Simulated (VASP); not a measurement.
# MoS2 in VASP: single point with HSE06

Aim: the single point of MoS2 with HSE06.

All numbers are computed with VASP 6.6.1; they aren't measurements. Logs are shortened: lines on timing, memory, paths and dates and some standing lists are left out, and cuts for length are marked.

**1. The structure**

The cell holds a sheet with vacuum, 3 atoms: a = 3.160 Å, b = 3.160 Å, c = 21.130 Å, α = 90.00°, β = 90.00°, γ = 120.00°.

The cell was built by a generator and needn't be a form met in nature.

**2. Single point, HSE06**

Input file POSCAR:

```
MoS2
1.0
    3.1600000000      0.0000000000      0.0000000000
   -1.5800000000      2.7366400000      0.0000000000
    0.0000000000      0.0000000000     21.1300000000
S Mo
2 1
Direct
    0.6666670000      0.3333330000      0.4259350000
    0.6666670000      0.3333330000      0.5740650000
    0.3333330000      0.6666670000      0.5000000000
```

Input file INCAR.step1:

```
PREC = Accurate
ENCUT = 520
EDIFF = 1E-5
ISMEAR = -1
SIGMA = 0.05
LREAL = False
LASPH = True
NELM = 80
ALGO = Normal
ISIF = 2
LWAVE = True
LCHARG = False
NBANDS = 20
GGA = PE
```

Input file INCAR.step2:

```
PREC = Accurate
ENCUT = 520
EDIFF = 1E-6
ISMEAR = -1
SIGMA = 0.05
LREAL = False
LASPH = True
NELM = 80
ALGO = Normal
ISIF = 2
LWAVE = False
LCHARG = False
GGA = PE
LHFCALC = True
HFSCREEN = 0.2
PRECFOCK = Fast
NBANDS = 20
ISTART = 1
```

Input file KPOINTS:

```
regular mesh
0
Gamma
  6 6 1
```

Potentials or basis: VASP PAW PBE potentials, release 64 (S, Mo_sv).

On the command line:

```console
$ cat potpaw_PBE.64/S/POTCAR potpaw_PBE.64/Mo_sv/POTCAR > POTCAR
$ cp INCAR.step1 INCAR
$ mpirun -np 1 vasp_std > vasp.out
$ cp INCAR.step2 INCAR
$ mpirun -np 1 vasp_std > vasp.out
```

OUTCAR:

```text
PREC = Accurate
   ENCUT = 520
   EDIFF = 1E-6
   ISMEAR = -1
   LREAL = False
   LASPH = True
   NELM = 80
   ISIF = 2
   GGA = PE
   LHFCALC = True
   HFSCREEN = 0.2
   PRECFOCK = Fast
   ISTART = 1

 ion  position               nearest neighbor table
   1  0.667  0.333  0.426-   3 2.40   3 2.40   3 2.40
   2  0.667  0.333  0.574-   3 2.40   3 2.40   3 2.40
   3  0.333  0.667  0.500-   1 2.40   2 2.40   1 2.40   2 2.40   1 2.40   2 2.40

  LATTYP: Found a hexagonal cell.
 ALAT       =     3.1600000000
 C/A-ratio  =     6.6867088608

  Lattice vectors:

 A1 = (   3.1600000000,   0.0000000000,   0.0000000000)
 A2 = (  -1.5800000000,   2.7366400000,   0.0000000000)
 A3 = (   0.0000000000,   0.0000000000,  21.1300000000)

Analysis of symmetry for initial positions (statically):
=====================================================================
 Subroutine PRICEL returns:
 Original cell was already a primitive cell.

 Routine SETGRP: Setting up the symmetry group for a
 hexagonal supercell.

 Subroutine GETGRP returns: Found 12 space group operations
 (whereof 12 operations were pure point group operations)
 out of a pool of 24 trial point group operations.

The static configuration has the point symmetry D_3h.

Analysis of symmetry for dynamics (positions and initial velocities):
=====================================================================
 Subroutine PRICEL returns:
 Original cell was already a primitive cell.

 Routine SETGRP: Setting up the symmetry group for a
 hexagonal supercell.

 Subroutine GETGRP returns: Found 12 space group operations
 (whereof 12 operations were pure point group operations)
 out of a pool of 24 trial point group operations.

The dynamic configuration has the point symmetry D_3h.

 Subroutine INISYM returns: Found 12 space group operations
 (whereof 12 operations are pure point group operations),
 and found     1 'primitive' translations

----------------------------------------------------------------------------------------

                                     Primitive cell

  volume of cell :     182.7276

  direct lattice vectors                    reciprocal lattice vectors
     3.160000000  0.000000000  0.000000000     0.316455696  0.182705800  0.000000000
    -1.580000000  2.736640000  0.000000000     0.000000000  0.365411600  0.000000000
     0.000000000  0.000000000 21.130000000     0.000000000  0.000000000  0.047326077

  length of vectors
     3.160000000  3.159999761 21.130000000     0.365411572  0.365411600  0.047326077

  position of ions in fractional coordinates (direct lattice)
     0.666667000  0.333333000  0.425935000
     0.666667000  0.333333000  0.574065000
     0.333333000  0.666667000  0.500000000

  ion indices of the primitive-cell ions
   primitive index   ion index
                 1           1
                 2           2
                 3           3

----------------------------------------------------------------------------------------

 KPOINTS: regular mesh

Automatic generation of k-mesh.
 Grid dimensions read from file:
 generate k-points for:    6    6    1

 Generating k-lattice:

  Cartesian coordinates                     Fractional coordinates (reciprocal lattice)
     0.052742616  0.030450967  0.000000000     0.166666667 -0.000000000  0.000000000
     0.000000000  0.060901933  0.000000000     0.000000000  0.166666667  0.000000000
     0.000000000  0.000000000  0.047326077     0.000000000  0.000000000  1.000000000

  Length of vectors
     0.060901929  0.060901933  0.047326077

  Shift w.r.t. Gamma in fractional coordinates (k-lattice)
     0.000000000  0.000000000  0.000000000

 Subroutine IBZKPT returns following result:
 ===========================================

 Found      7 irreducible k-points:

 Following reciprocal coordinates:
            Coordinates               Weight
  0.000000  0.000000  0.000000      1.000000
  0.166667 -0.000000  0.000000      6.000000
  0.333333 -0.000000  0.000000      6.000000
  0.500000 -0.000000  0.000000      3.000000
  0.166667  0.166667  0.000000      6.000000
  0.333333  0.166667  0.000000     12.000000
  0.333333  0.333333  0.000000      2.000000
   k-points           NKPTS =      7   k-points in BZ     NKDIM =     36   number of bands    NBANDS=     20
   number of dos      NEDOS =    301   number of ions     NIONS =      3
   total plane-waves  NPLWV =  92160
   dimension x,y,z NGX =    24 NGY =   24 NGZ =  160
   dimension x,y,z NGXF=    48 NGYF=   48 NGZF=  320
   ions per type =               2   1
   NGX,Y,Z   is equivalent  to a cutoff of  12.63, 12.63, 12.59 a.u.
   NGXF,Y,Z  is equivalent  to a cutoff of  25.25, 25.25, 25.18 a.u.
 SYSTEM =  unknown system
   PREC   = accura    normal or accurate (medium, high low for compatibility)
   ISTART =      1    job   : 0-new  1-cont  2-samecut
   ICHARG =      0    charge: 1-file 2-atom 10-const
   ISPIN  =      1    spin polarized calculation?
   LNONCOLLINEAR =      F non collinear calculations
   LSORBIT =      F    spin-orbit coupling
   LASPH  =      T    aspherical Exc in radial PAW
   ENCUT  =  520.0 eV  38.22 Ry    6.18 a.u.   5.88  5.88 39.29*2*pi/ulx,y,z
   NELM   =     80;   NELMIN=  2; NELMDL=  0     # of ELM steps
   EDIFF  = 0.1E-05   stopping-criterion for ELM
   LREAL  =      F    real-space projection
   EDIFFG = 0.1E-04   stopping-criterion for IOM
   NSW    =      0    number of steps for IOM
   IBRION =     -1    ionic relax: 0-MD 1-quasi-New 2-CG
   NFREE  =      0    steps in history (QN), initial steepest desc. (CG)
   ISIF   =      2    stress and relaxation
   ISYM   =      3    0-nonsym 1-usesym 2-fastsym
   POTIM  = 0.5000    time-step for ionic-motion
   TEBEG  =    0.0;   TEEND  =   0.0 temperature during run
   PSTRESS=    0.0 pullay stress
   NELECT =      26.0000    total number of electrons
   NUPDOWN=      -1.0000    fix difference up-down
   EMIN   =  10.00;   EMAX   =-10.00  energy-range for DOS
   EFERMI =   0.00;   METHOD = LEGACY
   ISMEAR =    -1;   SIGMA  =   0.05  broadening in eV -4-tet -1-fermi 0-gaus
   EFERMI_NEDOS =   21; number of points for ismear=-14 and -15
   IALGO  =     38    algorithm
   IMIX   =      1    mixing-type and parameters
     AMIX     =   0.40;   BMIX     =  1.00
     AMIX_MAG =   1.60;   BMIX_MAG =  1.00
  volume/ion in A,a.u.               =      60.91       411.04
  Fermi-wavevector in a.u.,A,eV,Ry     =   0.854669  1.615090  9.938495  0.730459
  Thomas-Fermi vector in A             =   1.971300
   LORBIT       =      0    0 simple, 1 ext, 2 COOP (PROOUT), +10 PAW based schemes
   GGA     = PE    functional components
   LHFCALC =     T    Hartree Fock is set to
   PRECFOCK=fast      Normal, Fast or Accurate (Low or Medium for compatibility)
   ENCUT4O =  -1.0   cutoff for four orbital integrals eV
   NKREDX  =     1    reduce k-point grid by
   NKREDY  =     1    reduce k-point grid by
   NKREDZ  =     1    reduce k-point grid by
   AEXX    =    0.2500 exact exchange contribution
   HFSCREEN=    0.2000 screening length (either q_TF or 0.3 A-1)
   HFSCREENC=   0.2000 screening length for correlation (either q_TF or 0.3 A-1)
   ENCUTFOCK=  -1.0 apply spherical cutoff to Coloumb kernel
   IVDW    =     0    specifies the selected vdW correction
   LEPSILON=     F    determine dielectric tensor
   LRPA    =     F    only Hartree local field effects (RPA)
 non-spin polarized calculation
  energy-cutoff  :      520.00
  volume of cell :      182.73
 maximum number of plane-waves:      4940
 NGX is ok and might be reduce to    24
  NGX = 14; NGY = 14; NGZ = 96

 number of electron      26.0000000 magnetization

 Free energy of the ion-electron system (eV)
  ---------------------------------------------------
  ext. energy  EPLUGINS =         0.00000000
  ---------------------------------------------------
  free energy    TOTEN  =       -26.24576388 eV

  energy without entropy =      -26.24576388  energy(sigma->0) =      -26.24576388

 E-fermi :  -1.5383     XC(G=0):  -2.9915

 val. band max:       -2.5859424764   @ k =   0.3333   0.3333   0.0000
 cond. band min:      -0.3368538336   @ k =   0.3333   0.3333   0.0000
 fundamental gap:      2.2490886428
 Fermi energy:        -1.5382651915

 k-point     1 :       0.0000    0.0000    0.0000
  band No.  band energies     occupation
      1     -67.4716      2.00000
      2     -40.2085      2.00000
      3     -39.9359      2.00000
      4     -39.9359      2.00000
      5     -18.3649      2.00000
      6     -16.9133      2.00000
[... 12 lines left out ...]
     19       3.5940      0.00000
     20       4.1694      0.00000

 k-point     2 :       0.1667   -0.0000    0.0000
  band No.  band energies     occupation
      1     -67.4594      2.00000
      2     -40.1845      2.00000
      3     -40.0593      2.00000
      4     -39.9640      2.00000
      5     -17.9149      2.00000
      6     -16.7299      2.00000
[... 12 lines left out ...]
     19       4.1460      0.00000
     20       4.7660      0.00000

 k-point     3 :       0.3333   -0.0000    0.0000
  band No.  band energies     occupation
      1     -67.4348      2.00000
      2     -40.2997      2.00000
      3     -40.1358      2.00000
      4     -40.0198      2.00000
      5     -16.8669      2.00000
      6     -16.3104      2.00000
[... 12 lines left out ...]
     19       5.5581      0.00000
     20       6.2461      0.00000

 k-point     4 :       0.5000   -0.0000    0.0000
  band No.  band energies     occupation
      1     -67.4224      2.00000
      2     -40.4171      2.00000
      3     -40.1112      2.00000
      4     -40.0476      2.00000
      5     -16.2164      2.00000
      6     -16.0639      2.00000
[... 12 lines left out ...]
     19       6.2539      0.00000
     20       6.6614      0.00000

 k-point     5 :       0.1667    0.1667    0.0000
  band No.  band energies     occupation
      1     -67.4409      2.00000
      2     -40.2175      2.00000
      3     -40.1482      2.00000
      4     -40.0294      2.00000
      5     -17.1563      2.00000
      6     -16.4196      2.00000
[... 12 lines left out ...]
     19       5.1852      0.00000
     20       5.8300      0.00000

 k-point     6 :       0.3333    0.1667    0.0000
  band No.  band energies     occupation
      1     -67.4224      2.00000
      2     -40.3561      2.00000
      3     -40.1115      2.00000
      4     -40.1105      2.00000
      5     -16.2400      2.00000
      6     -16.0446      2.00000
[... 12 lines left out ...]
     19       6.8600      0.00000
     20       6.8930      0.00000

 k-point     7 :       0.3333    0.3333    0.0000
  band No.  band energies     occupation
      1     -67.4163      2.00000
      2     -40.2882      2.00000
      3     -40.2526      2.00000
      4     -40.0994      2.00000
      5     -15.9046      2.00000
      6     -15.8791      2.00000
[... 12 lines left out ...]
     19       5.9902      0.00000
     20       7.9571      0.00000

------------------------ aborting loop because EDIFF is reached ----------------------------------------

  FORCE on cell =-STRESS in cart. coord.  units (eV):
  Direction    XX          YY          ZZ          XY          YZ          ZX
  --------------------------------------------------------------------------------------
  -------------------------------------------------------------------------------------
  Total       -0.8067380     -0.8067378     -1.4428942      0.0000000      0.0000000      0.0000000
  in kB       -7.0735728     -7.0735714    -12.6514652      0.0000000      0.0000000      0.0000000
  external PRESSURE =      -8.9328698 kB  Pullay stress =       0.0000000 kB

 VOLUME and BASIS-vectors are now :
 -----------------------------------------------------------------------------
  energy-cutoff  :      520.00
  volume of cell :      182.73
      direct lattice vectors                 reciprocal lattice vectors
     3.160000000  0.000000000  0.000000000     0.316455696  0.182705800  0.000000000
    -1.580000000  2.736640000  0.000000000     0.000000000  0.365411600  0.000000000
     0.000000000  0.000000000 21.130000000     0.000000000  0.000000000  0.047326077

 POSITION                                       TOTAL-FORCE (eV/Angst)
 -----------------------------------------------------------------------------------
      1.58000      0.91221      9.00001         0.000000     -0.000000      0.449375
      1.58000      0.91221     12.12999         0.000000     -0.000000     -0.449375
     -0.00000      1.82443     10.56500        -0.000000      0.000000     -0.000000
 -----------------------------------------------------------------------------------
    total drift:                                0.001262     -0.000679      0.000000

  FREE ENERGIE OF THE ION-ELECTRON SYSTEM (eV)
  ---------------------------------------------------
  free  energy   TOTEN  =       -26.2457638843 eV

  energy  without entropy=      -26.2457638842  energy(sigma->0) =      -26.24576388
```

Run time: 5.7 min. Hardware: 1 thread of Intel Xeon 6975P-C (Granite Rapids), shared host; peak memory 0.41 GiB.

What came out:

| Property | Result |
| --- | --- |
| Free energy | -26.2458 eV |
| Largest force | 0.449 eV/Å |
| Band gap on the k mesh | 2.25 eV, direct |

Forces on the atoms (eV/Å):
```
S    0.000  0.000  0.449
S    0.000  0.000 -0.449
Mo   0.000  0.000  0.000
```

Caveat: the PAW data sets were made with another functional, which shifts forces and pressure a little.
